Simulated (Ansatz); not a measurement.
**Hg: the order of phases, scalar-relativistic**

Which of fcc, bcc, hcp, sc, diamond is lowest for Hg, scalar-relativistic? The runs shown use LAPW. Companion runs by PAW are cited.

Method: DFT, LDA, all-electron LAPW, scalar-relativistic, in Ansatz 0.2.0.

### Step 1. The starting structure

It takes space group Fm-3m (No. 225, cubic). The conventional cell has a = 4.443 Å, b = 4.443 Å, c = 4.443 Å, α = 90.00°, β = 90.00°, γ = 90.00°. Hg (site symmetry m-3m) has 12 Hg at 3.14 Å as nearest neighbours.

Structure file:

```
Hg
1.0
     0.00000    2.22172    2.22172
     2.22172    0.00000    2.22172
     2.22172    2.22172    0.00000
Hg
1
Direct
  0.00000 0.00000 0.00000
```

### Step 2. Fcc relaxed, LAPW

Input file input.yaml:

```yaml
crystal:
  lattice:
    - [0.0, 2.2217193044, 2.2217193044]
    - [2.2217193044, 0.0, 2.2217193044]
    - [2.2217193044, 2.2217193044, 0.0]
  atoms:
    - { symbol: Hg, position: [0.0, 0.0, 0.0] }
kpoints:
  mp_grid: { grid: [16, 16, 16] }
scf:
  occupations: { method: fermi_dirac, width: 0.05 }
hamiltonian:
  xc: lda
  pseudopotentials: { kind: all_electron, lapw: { basis_error: 0.0005 } }
output:
  forces: true
  stress: true
  eigenvalues: true
  populations: true
relax:
  f_tol: 0.005
  max_steps: 25
  cell: {}
```

Launch:

```bash
ansatz run input.yaml --threads 1 --pin off --max-ram 3072MiB --backend cpu --events-out ev --progress --plain --runs-dir out
```

The runs that follow: Bcc relaxed, LAPW; Hcp relaxed, LAPW; Sc relaxed, LAPW; Diamond relaxed, LAPW.

**Question.** What will these runs give? Wanted: lowest (for each run or level that gives them).

As calculated:

| quantity | value |
| --- | --- |
| lowest (LAPW) | sc, 15.0 meV/atom under bcc |
| lowest (PAW) | sc, 15.1 meV/atom under bcc |

**Reading.** By LAPW the order is sc < bcc < fcc < hcp < diamond. By PAW the order is sc < bcc < fcc < hcp < diamond. The methods agree on the lowest phase. Only these structures were tried, with electrons smeared by 0.05 eV and without vibrations, so the true ground state may be another. The k meshes differ between phases and weren't tested, which can move differences by some meV. Spin-orbit coupling is left out, though the cell holds Hg; in elements this heavy it can shift bands and gaps by tenths of an eV.
